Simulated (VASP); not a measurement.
Set up this calculation in VASP 6.6.1, as the native input.

```
Task                   : relaxation of the atoms
Functional             : PBE
Potentials or basis    : VASP PAW PBE potentials, release 64 (Si, C_s)
Cutoff                 : 300 eV
k mesh                 : 5 × 5 × 5
Occupations            : gaussian, width 0.03 eV
Spin                   : no spin polarisation
Further INCAR settings : ALGO = Fast; EDIFF = 1e-07; IBRION = 2; EDIFFG = -0.01; NSW = 40
```

The structure of SiC (Moissanite 3C) lies in POSCAR:

```
SiC                                     
1.0
    0.0000000000      2.1724789990      2.1724789990
    2.1724789990      0.0000000000      2.1724789990
    2.1724789990      2.1724789990      0.0000000000
  Si              C             
     1     1
Direct
     0.0000000000000000    0.0000000000000000    0.0000000000000000
     0.2500000000000000    0.2500000000000000    0.2500000000000000
```

The cell isn't the ideal one: a relaxed cell with its volume scaled by 0.98.

The input as run:

INCAR

```
SYSTEM = SiC
  PREC = Accurate
  ENCUT = 300
  EDIFF = 1E-7
  ISMEAR = 0
  SIGMA = 0.03
  LREAL = .FALSE.
  LASPH = .TRUE.
  NELM = 80
  ALGO = Fast
  ISIF = 2
  LWAVE = .FALSE.
  LCHARG = .FALSE.
  GGA = PE
  IBRION = 2
  NSW = 40
  EDIFFG = -0.01
```

KPOINTS

```
Automatic mesh
0
G
  5 5 5
  0 0 0
```

Potentials or basis: VASP PAW PBE potentials, release 64 (Si, C_s).

Run with:

```console
$ cat potpaw_PBE.64/Si/POTCAR potpaw_PBE.64/C_s/POTCAR > POTCAR
$ mpirun -np 1 vasp_std > vasp.out
```

Results of the run:

```json
{"Band gap on the k mesh": "1.82 eV, indirect (least direct gap 4.82 eV)"}
```

Caveat: the k mesh is coarse (spacing up to 0.50 Å⁻¹), so the values aren't converged; the relaxation stopped at its first step, so nothing moved; an odd mesh through Γ misses points on the zone boundary, where band edges often lie.

It took 1.5 s on 1 thread of Intel(R) Xeon(R) 6975P-C (Granite Rapids) (shared host), peak memory 0.11 GiB.
